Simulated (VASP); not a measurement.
# GaAs: zone-centre modes, functional by functional, part 2 of 3

How much do the zone-centre frequencies of GaAs depend on the functional? The starting structure is a measured crystal structure from the Crystallography Open Database.

VASP 6.6.1.

Results so far: LDA T2 269.3 cm⁻¹.

## Step 3: Modes with LDA at the measured cell

Level of this step: LDA; plane waves and PAW (As, Ga_d) (VASP).

A relaxation of the atoms in the fixed cell, not shown, had nothing to move.

Input file INCAR:

```
SYSTEM = GaAs
PREC = Accurate
ENCUT = 450
EDIFF = 1E-08
NELM = 100
ISMEAR = 0
SIGMA = 0.03
LREAL = .FALSE.
ALGO = Normal
GGA = CA
NBANDS = 15
LORBIT = 11
LWAVE = .FALSE.
LCHARG = .FALSE.
KPAR = 4
IBRION = 8
LEPSILON = .TRUE.
ISIF = 2
```

Input file POSCAR:

```
GaAs
1.0
    0.0000000000      2.8268500000      2.8268500000
    2.8268500000      0.0000000000      2.8268500000
    2.8268500000      2.8268500000      0.0000000000
As Ga
1 1
Direct
    0.7500000000      0.7500000000      0.7500000000
    0.0000000000      0.0000000000      0.0000000000
```

Input file KPOINTS:

```
Automatic mesh
0
Gamma
10 10 10
0 0 0
```

Potentials, in the order of the species: As and Ga_d (LDA family, release 64).

Run with:

```sh
mpirun -np 4 vasp_std
```

The log of the run:

```text
[... set-up lines as in an earlier step ...]
 entering main loop
       N       E                     dE             d eps       ncg     rms          rms(c)
DAV:   1     0.771203058283E+02    0.77120E+02   -0.84816E+03  1466   0.150E+03
DAV:   2    -0.365777056038E+01   -0.80778E+02   -0.77488E+02  1543   0.297E+02
DAV:   3    -0.976730815182E+01   -0.61095E+01   -0.60857E+01  1739   0.667E+01
DAV:   4    -0.985969995480E+01   -0.92392E-01   -0.92375E-01  1590   0.908E+00
[...]
DAV:  11    -0.963561907752E+01   -0.49269E-05   -0.64310E-06  1662   0.395E-02    0.216E-03
DAV:  12    -0.963561897114E+01    0.10638E-06   -0.43457E-07  1966   0.907E-03    0.177E-03
DAV:  13    -0.963561897235E+01   -0.12110E-08   -0.69730E-08  1767   0.202E-03
   1 F= -.96356190E+01 E0= -.96356190E+01  d E =-.241742E-12
 Linear response reoptimize wavefunctions to high precision
DAV:   1    -0.963561897255E+01   -0.19736E-09   -0.10845E-09  1373   0.270E-04
DAV:   2    -0.963561897254E+01    0.16371E-10   -0.10625E-10  1041   0.107E-04
 Linear response G [H, r] |phi>, progress :
  Direction:   1
[...]
RMM:  15    -0.444992594516E-01   -0.22632E-07   -0.74986E-09  4122   0.990E-06    0.295E-08
 first order change of Fermi-energy   0.19518E+00
 force on displaced ion       1 direction 1 :  -9.100  -0.000  -0.000
 Born effective charge ion    1 direction 1 :  -2.315   0.000   0.000
 Linear response progress:
  Degree of freedom:   2/  2
       N       E                     dE             d eps       ncg     rms          rms(c)
RMM:   1    -0.167233804738E+00   -0.16723E+00    0.98840E-02  6481   0.843E+00
RMM:   2    -0.165499521628E+00    0.17343E-02   -0.24663E-02  9743   0.134E+00    0.436E-02
RMM:   3    -0.165777067921E+00   -0.27755E-03   -0.36833E-03 10156   0.404E-01    0.273E-02
RMM:   4    -0.165616268147E+00    0.16080E-03   -0.16054E-03 10829   0.177E-01    0.946E-03
[...]
RMM:  13    -0.165604137456E+00    0.59958E-07   -0.23687E-07 10632   0.716E-05    0.716E-07
RMM:  14    -0.165604133727E+00    0.37289E-08   -0.14974E-07 10204   0.427E-05    0.642E-07
RMM:  15    -0.165604140364E+00   -0.66370E-08   -0.44272E-08  9760   0.298E-05    0.519E-08
 first order change of Fermi-energy  -0.21159E+00
 force on displaced ion       2 direction 1 :  -9.055   0.000   0.000
 Born effective charge ion    2 direction 1 :   2.118   0.000   0.000
 Born effective charges drift removed
 Linear response finished
```

Wall time 3.5 min (4 MPI ranks of Intel Xeon Platinum 8259CL at 2.50GHz (Skylake/Cascade Lake), shared host); peak memory 1.4 GiB; 14 min of CPU time.

From OUTCAR (step 3):

```text
  Total       -0.4734226     -0.4734226     -0.4734226      0.0000000     -0.0000000      0.0000000
  in kB      -16.7888621    -16.7888621    -16.7888621      0.0000000     -0.0000000      0.0000000
  external PRESSURE =     -16.7888621 kB  Pullay stress =       0.0000000 kB

 POSITION                                       TOTAL-FORCE (eV/Angst)
 -----------------------------------------------------------------------------------
      4.24027      4.24027      4.24027        -0.000000      0.000000     -0.000000
      0.00000      0.00000      0.00000         0.000000     -0.000000      0.000000
 -----------------------------------------------------------------------------------
    total drift:                               -0.000001     -0.000001     -0.000000

 MACROSCOPIC STATIC DIELECTRIC TENSOR (including local field effects in DFT)
 ------------------------------------------------------
          42.608218    -0.000000     0.000000
           0.000000    42.608218     0.000000
          -0.000000    -0.000000    42.608218
 ------------------------------------------------------

 MACROSCOPIC STATIC DIELECTRIC TENSOR IONIC CONTRIBUTION
 ------------------------------------------------------
           2.178560     0.000000    -0.000000
           0.000000     2.178560     0.000000
          -0.000000     0.000000     2.178560
 ------------------------------------------------------

[... 1 part as in an earlier step ...]

[... 1 further part left out ...]
```

With LDA at the measured cell the mode is T2 261.4 cm⁻¹, -7.9 cm⁻¹ from LDA.

## Step 4: Modes with PBEsol

PBEsol restores the gradient expansion of exchange and is tuned for the cells of solids. The cell comes from a relaxation at this level, not shown (45.36 Å³).

Changes to INCAR since step 3:

```diff
@@ -9,3 +9,3 @@
 ALGO = Normal
-GGA = CA
+GGA = PS
 NBANDS = 15
```

Input file POSCAR:

```
GaAs
1.0
    0.0000000000      2.8305139169      2.8305139169
    2.8305139169      0.0000000000      2.8305139169
    2.8305139169      2.8305139169      0.0000000000
As Ga
1 1
Direct
    0.7500000000      0.7500000000      0.7500000000
    0.0000000000      0.0000000000      0.0000000000
```

KPOINTS is that of step 3.

PAW data sets: As and Ga_d (PBE family, release 64).

Run with:

```sh
mpirun -np 4 vasp_std
```

The log of the run:

```text
[banner, memory and clock lines left out]
running    4 mpi-ranks, on    1 nodes
[...]
|                                                                             |
|               ----> ADVICE to this user running VASP <----                  |
|                                                                             |
|     You enforced a specific xc type in the INCAR file but a different       |
|     [... a line on the potential file left out ...]
|     I HOPE YOU KNOW WHAT YOU ARE DOING!                                     |
|                                                                             |

 LDA part: xc-table for (Slater+PW92), standard interpolation
 POSCAR, INCAR and KPOINTS ok, starting setup
[...]
entering main loop
       N       E                     dE             d eps       ncg     rms          rms(c)
DAV:   1     0.783917444798E+02    0.78392E+02   -0.84679E+03  1450   0.152E+03
DAV:   2    -0.309463787628E+01   -0.81486E+02   -0.78167E+02  1571   0.301E+02
[...]
RMM:  14    -0.436235565046E-01    0.24279E-08   -0.43787E-07  5949   0.907E-06    0.594E-08
 first order change of Fermi-energy   0.82111E-01
 force on displaced ion       1 direction 1 :  -9.169  -0.000  -0.000
 Born effective charge ion    1 direction 1 :  -2.284   0.000   0.000
 Linear response progress:
  Degree of freedom:   2/  2
       N       E                     dE             d eps       ncg     rms          rms(c)
RMM:   1    -0.165090773042E+00   -0.16509E+00    0.73898E-02  6500   0.801E+00
RMM:   2    -0.163610729925E+00    0.14800E-02   -0.24669E-02  9769   0.133E+00    0.426E-02
RMM:   3    -0.163851736777E+00   -0.24101E-03   -0.33130E-03 10211   0.384E-01    0.276E-02
RMM:   4    -0.163618462832E+00    0.23327E-03   -0.13221E-03 10815   0.162E-01    0.756E-03
[...]
RMM:  14    -0.163612700480E+00   -0.11702E-07   -0.15450E-07 10789   0.419E-05    0.277E-07
RMM:  15    -0.163612694239E+00    0.62419E-08   -0.13197E-07  9333   0.281E-05    0.237E-07
RMM:  16    -0.163612688516E+00    0.57225E-08   -0.62842E-08  7807   0.225E-05    0.293E-08
 first order change of Fermi-energy  -0.83690E-01
 force on displaced ion       2 direction 1 :  -9.125   0.000   0.000
 Born effective charge ion    2 direction 1 :   2.123   0.000   0.000
 Born effective charges drift removed
 Linear response finished
```

The job ended after 3.7 min (4 MPI ranks; peak memory 1.5 GiB; 15 min of CPU time).

From OUTCAR (step 4):

```text
  Total        0.0003240      0.0003240      0.0003240      0.0000000      0.0000000      0.0000000
  in kB        0.0114457      0.0114457      0.0114457      0.0000000      0.0000000      0.0000000
  external PRESSURE =       0.0114457 kB  Pullay stress =       0.0000000 kB

 POSITION                                       TOTAL-FORCE (eV/Angst)
 -----------------------------------------------------------------------------------
      4.24577      4.24577      4.24577         0.000000     -0.000000     -0.000000
      0.00000      0.00000      0.00000        -0.000000      0.000000      0.000000
 -----------------------------------------------------------------------------------
    total drift:                               -0.000001     -0.000001     -0.000000

 MACROSCOPIC STATIC DIELECTRIC TENSOR (including local field effects in DFT)
 ------------------------------------------------------
          27.490687    -0.000000     0.000000
           0.000000    27.490687     0.000000
          -0.000000     0.000000    27.490687
 ------------------------------------------------------

 MACROSCOPIC STATIC DIELECTRIC TENSOR IONIC CONTRIBUTION
 ------------------------------------------------------
           2.128480     0.000000     0.000000
           0.000000     2.128480     0.000000
           0.000000     0.000000     2.128480
 ------------------------------------------------------

[... 1 part as in an earlier step ...]

[... 1 further part left out ...]
```

With PBEsol the mode is T2 262.4 cm⁻¹, -6.9 cm⁻¹ from LDA.

## Step 5: Modes with PBE

PBE, the usual starting point, adds the gradient of the density. The cell comes from a relaxation at this level, not shown (47.49 Å³).

Changes to INCAR since step 4:

```diff
@@ -9,3 +9,3 @@
 ALGO = Normal
-GGA = PS
+GGA = PE
 NBANDS = 15
```

Input file POSCAR:

```
GaAs
1.0
    0.0000000000      2.8743427208      2.8743427208
    2.8743427208      0.0000000000      2.8743427208
    2.8743427208      2.8743427208      0.0000000000
As Ga
1 1
Direct
    0.7500000000      0.7500000000      0.7500000000
    0.0000000000      0.0000000000      0.0000000000
```

KPOINTS is that of step 4.

Run with:

```sh
mpirun -np 4 vasp_std
```

The log of the run:

```text
[banner, memory and clock lines left out]
running    4 mpi-ranks, on    1 nodes
[...]
LDA part: xc-table for (Slater+PW92), standard interpolation
 POSCAR, INCAR and KPOINTS ok, starting setup
[...]
entering main loop
       N       E                     dE             d eps       ncg     rms          rms(c)
DAV:   1     0.769051442097E+02    0.76905E+02   -0.83471E+03  1458   0.150E+03
DAV:   2    -0.248087403256E+01   -0.79386E+02   -0.75982E+02  1536   0.291E+02
DAV:   3    -0.833271627796E+01   -0.58518E+01   -0.58308E+01  1746   0.652E+01
DAV:   4    -0.842309313366E+01   -0.90377E-01   -0.90354E-01  1695   0.912E+00
[...]
DAV:  12    -0.827186893427E+01   -0.36650E-06   -0.12962E-06  1830   0.154E-02    0.150E-03
DAV:  13    -0.827186934613E+01   -0.41186E-06   -0.53689E-07  1627   0.535E-03    0.597E-04
DAV:  14    -0.827186934210E+01    0.40259E-08   -0.10246E-08  1512   0.120E-03
   1 F= -.82718693E+01 E0= -.82718693E+01  d E =-.136174E-06
 Linear response reoptimize wavefunctions to high precision
[...]
RMM:  14    -0.437140148909E-01    0.15234E-08    0.38220E-07  5807   0.101E-05    0.824E-08
 first order change of Fermi-energy   0.32725E-03
 force on displaced ion       1 direction 1 :  -8.494   0.000   0.000
 Born effective charge ion    1 direction 1 :  -2.807   0.000   0.000
 Linear response progress:
  Degree of freedom:   2/  2
       N       E                     dE             d eps       ncg     rms          rms(c)
RMM:   1    -0.164497251610E+00   -0.16450E+00    0.66385E-02  6496   0.790E+00
RMM:   2    -0.163366850302E+00    0.11304E-02   -0.25085E-02  9736   0.131E+00    0.411E-02
RMM:   3    -0.163485204616E+00   -0.11835E-03   -0.32393E-03 10195   0.384E-01    0.262E-02
RMM:   4    -0.163262730848E+00    0.22247E-03   -0.14674E-03 10712   0.167E-01    0.816E-03
[...]
RMM:  14    -0.163230996810E+00   -0.11060E-07   -0.75553E-07 10580   0.510E-05    0.400E-07
RMM:  15    -0.163230965837E+00    0.30973E-07   -0.46416E-07  9627   0.361E-05    0.311E-07
RMM:  16    -0.163230985909E+00   -0.20072E-07   -0.61984E-07  8731   0.291E-05    0.553E-08
 first order change of Fermi-energy   0.46541E-04
 force on displaced ion       2 direction 1 :  -8.581   0.000   0.000
 Born effective charge ion    2 direction 1 :   2.470   0.000   0.000
 Born effective charges drift removed
 Linear response finished
```

Elapsed: 3.8 min, on 4 MPI ranks; peak memory 1.5 GiB.

Parts of OUTCAR (step 5):

```text
  Total       -0.0020046     -0.0020046     -0.0020046     -0.0000000      0.0000000      0.0000000
  in kB       -0.0676214     -0.0676214     -0.0676214     -0.0000000      0.0000000      0.0000000
  external PRESSURE =      -0.0676214 kB  Pullay stress =       0.0000000 kB

 POSITION                                       TOTAL-FORCE (eV/Angst)
 -----------------------------------------------------------------------------------
      4.31151      4.31151      4.31151        -0.000000     -0.000000     -0.000000
      0.00000      0.00000      0.00000         0.000000      0.000000      0.000000
 -----------------------------------------------------------------------------------
    total drift:                               -0.000003     -0.000003     -0.000003

 MACROSCOPIC STATIC DIELECTRIC TENSOR (including local field effects in DFT)
 ------------------------------------------------------
         301.843646     0.000000    -0.000000
           0.000000   301.843646     0.000000
          -0.000000     0.000000   301.843646
 ------------------------------------------------------

 MACROSCOPIC STATIC DIELECTRIC TENSOR IONIC CONTRIBUTION
 ------------------------------------------------------
           3.117563     0.000000     0.000000
           0.000000     3.117563     0.000000
           0.000000     0.000000     3.117563
 ------------------------------------------------------

[... 1 part as in an earlier step ...]

[... 1 further part left out ...]
```

With PBE the mode is T2 253.6 cm⁻¹, -15.7 cm⁻¹ from LDA.

## Step 6: Modes with PBEsol + D3(BJ)

D3 with Becke-Johnson damping keeps a finite attraction at short range. The cell comes from a relaxation at this level, not shown (44.04 Å³).

Changes to INCAR since step 5:

```diff
@@ -9,3 +9,4 @@
 ALGO = Normal
-GGA = PE
+GGA = PS
+IVDW = 12
 NBANDS = 15
@@ -15,4 +16,6 @@
 KPAR = 4
-IBRION = 8
-LEPSILON = .TRUE.
+IBRION = 6
+NFREE = 2
+POTIM = 0.015
+NSW = 1
 ISIF = 2
```

Input file POSCAR:

```
GaAs
1.0
    0.0000000000      2.8029313216      2.8029313216
    2.8029313216      0.0000000000      2.8029313216
    2.8029313216      2.8029313216      0.0000000000
As Ga
1 1
Direct
    0.7500000000      0.7500000000      0.7500000000
    0.0000000000      0.0000000000      0.0000000000
```

KPOINTS is that of step 5.

Run with:

```sh
mpirun -np 4 vasp_std
```

The log of the run:

```text
[banner, memory and clock lines left out]
running    4 mpi-ranks, on    1 nodes
[...]
[... a notice as in an earlier step ...]

 LDA part: xc-table for (Slater+PW92), standard interpolation
 POSCAR, INCAR and KPOINTS ok, starting setup
[...]
entering main loop
       N       E                     dE             d eps       ncg     rms          rms(c)
DAV:   1     0.746228633651E+02    0.74623E+02   -0.84399E+03  1466   0.153E+03
DAV:   2    -0.352421111681E+01   -0.78147E+02   -0.74824E+02  1606   0.289E+02
DAV:   3    -0.920412037155E+01   -0.56799E+01   -0.56608E+01  1711   0.651E+01
DAV:   4    -0.928734561710E+01   -0.83225E-01   -0.83213E-01  1765   0.874E+00
[...]
DAV:  12    -0.908089041603E+01   -0.38007E-07   -0.87236E-07  1874   0.149E-02    0.181E-03
DAV:  13    -0.908089041602E+01    0.95497E-11   -0.17765E-07  1767   0.351E-03    0.552E-04
DAV:  14    -0.908089041468E+01    0.13424E-08   -0.51460E-09  1370   0.553E-04
   1 F= -.96947048E+01 E0= -.96947048E+01  d E =-.224940E-20
[... from here on, the cycles between the ionic steps are left out ...]
   2 F= -.96935974E+01 E0= -.96935974E+01  d E =-.245027E-13
   3 F= -.96935971E+01 E0= -.96935971E+01  d E =-.204552E-12
   4 F= -.96936028E+01 E0= -.96936028E+01  d E =-.367343E-12
   5 F= -.96936031E+01 E0= -.96936031E+01  d E =-.526985E-13
 Finite differences progress:
  Degree of freedom:   2/  2
  Displacement:        2/  2
  Total:               4/  4
```

Wall time 52 s (4 MPI ranks); peak memory 1.2 GiB.

Parts of OUTCAR (step 6):

```text
 Edisp (eV)   -0.61381

 Edisp (eV)   -0.61381

  Total      -0.00375    -0.00101    -0.00101     0.00000     0.12476     0.00000
  in kB      -0.13645    -0.03692    -0.03692     0.00000     4.53841     0.00000
  external pressure =       -0.07 kB  Pullay stress =        0.00 kB

 POSITION                                       TOTAL-FORCE (eV/Angst)
 -----------------------------------------------------------------------------------
      4.20440      4.20440      4.20440        -0.147315      0.000000      0.000000
     -0.01500      0.00000      0.00000         0.147315     -0.000000     -0.000000
 -----------------------------------------------------------------------------------
    total drift:                               -0.000766      0.000001      0.000001

  FREE ENERGIE OF THE ION-ELECTRON SYSTEM (eV)
  ---------------------------------------------------
  free  energy   TOTEN  =        -9.6936030513 eV

  energy  without entropy=       -9.6936030513  energy(sigma->0) =       -9.69360305

[... 1 part as in an earlier step ...]

[... 2 further parts left out ...]
[key lines of the parts left out:]
E-fermi :   4.2254
```

The last energy, forces and stress in OUTCAR belong to the last displaced cell, not to that of POSCAR.

With PBEsol + D3(BJ) the mode is T2 272.1 cm⁻¹, +2.8 cm⁻¹ from LDA.

## Step 7: Modes with r2SCAN

r2SCAN adds the kinetic-energy density, costs more than a GGA and is run with LASPH. The cell comes from a relaxation at this level, not shown (45.51 Å³).

Changes to INCAR since step 6:

```diff
@@ -9,4 +9,4 @@
 ALGO = Normal
-GGA = PS
-IVDW = 12
+METAGGA = R2SCAN
+LASPH = .TRUE.
 NBANDS = 15
```

Input file POSCAR:

```
GaAs
1.0
    0.0000000000      2.8337141344      2.8337141344
    2.8337141344      0.0000000000      2.8337141344
    2.8337141344      2.8337141344      0.0000000000
As Ga
1 1
Direct
    0.7500000000      0.7500000000      0.7500000000
    0.0000000000      0.0000000000      0.0000000000
```

KPOINTS is that of step 6.

Run with:

```sh
mpirun -np 4 vasp_std
```

The log of the run:

```text
[banner, memory and clock lines left out]
running    4 mpi-ranks, on    1 nodes
[...]
[... a notice as in an earlier step ...]

 LDA part: xc-table for (None), standard interpolation
 POSCAR, INCAR and KPOINTS ok, starting setup
[...]
entering main loop
       N       E                     dE             d eps       ncg     rms          rms(c)
DAV:   1     0.612046527895E+02    0.61205E+02   -0.86926E+03  1433   0.158E+03
DAV:   2    -0.228381809305E+02   -0.84043E+02   -0.80767E+02  1550   0.305E+02
DAV:   3    -0.290450725723E+02   -0.62069E+01   -0.61840E+01  1683   0.692E+01
DAV:   4    -0.291363847583E+02   -0.91312E-01   -0.91296E-01  1728   0.925E+00
[...]
DAV:  14    -0.270555728690E+02   -0.33001E-06   -0.93179E-09  1321   0.159E-03    0.806E-05
DAV:  15    -0.270555728049E+02    0.64130E-07   -0.70201E-10  1013   0.331E-04    0.384E-05
DAV:  16    -0.270555727956E+02    0.92896E-08   -0.21552E-10   964   0.213E-04
   1 F= -.27055573E+02 E0= -.27055573E+02  d E =-.978997E-22
[... from here on, the cycles between the ionic steps are left out ...]
   2 F= -.27054512E+02 E0= -.27054512E+02  d E =-.121814E-13
   3 F= -.27054509E+02 E0= -.27054509E+02  d E =-.483234E-15
   4 F= -.27054404E+02 E0= -.27054404E+02  d E =-.535993E-15
   5 F= -.27054406E+02 E0= -.27054406E+02  d E =-.583592E-14
 Finite differences progress:
  Degree of freedom:   2/  2
  Displacement:        2/  2
  Total:               4/  4
```

The job ended after 4.1 min (4 MPI ranks; peak memory 1.1 GiB; 16 min of CPU time).

Parts of OUTCAR (step 7):

```text
  Total       -0.0034447      0.0044697      0.0044697      0.0000000      0.1005604      0.0000000
  in kB       -0.1212746      0.1573574      0.1573574      0.0000000      3.5402936      0.0000000
  external PRESSURE =       0.0644801 kB  Pullay stress =       0.0000000 kB

 POSITION                                       TOTAL-FORCE (eV/Angst)
 -----------------------------------------------------------------------------------
      4.25057      4.25057      4.25057        -0.147185     -0.000000     -0.000000
     -0.01500      0.00000      0.00000         0.147185      0.000000      0.000000
 -----------------------------------------------------------------------------------
    total drift:                                0.013699      0.000011      0.000013

  FREE ENERGIE OF THE ION-ELECTRON SYSTEM (eV)
  ---------------------------------------------------
  free  energy   TOTEN  =       -27.0544058802 eV

  energy  without entropy=      -27.0544058802  energy(sigma->0) =      -27.05440588

[... 1 part as in an earlier step ...]

[... 2 further parts left out ...]
[key lines of the parts left out:]
E-fermi :   3.7965
```

With r2SCAN the mode is T2 269.0 cm⁻¹, -0.3 cm⁻¹ from LDA.

(Continued in part 3 of 3.)

[Lines on the potential files, build, host, timing and source positions are cut from VASP's logs without a mark.]

[Logs are printed without paths, hosts, clocks, repeated set-up lines and the standing remarks that a program may print on its own settings, such as how far it seeks lower states.]

[Hosts, paths, dates, database ids (printed as entryN), source tags and the programs' standing remarks are cut or masked in the printed files.]
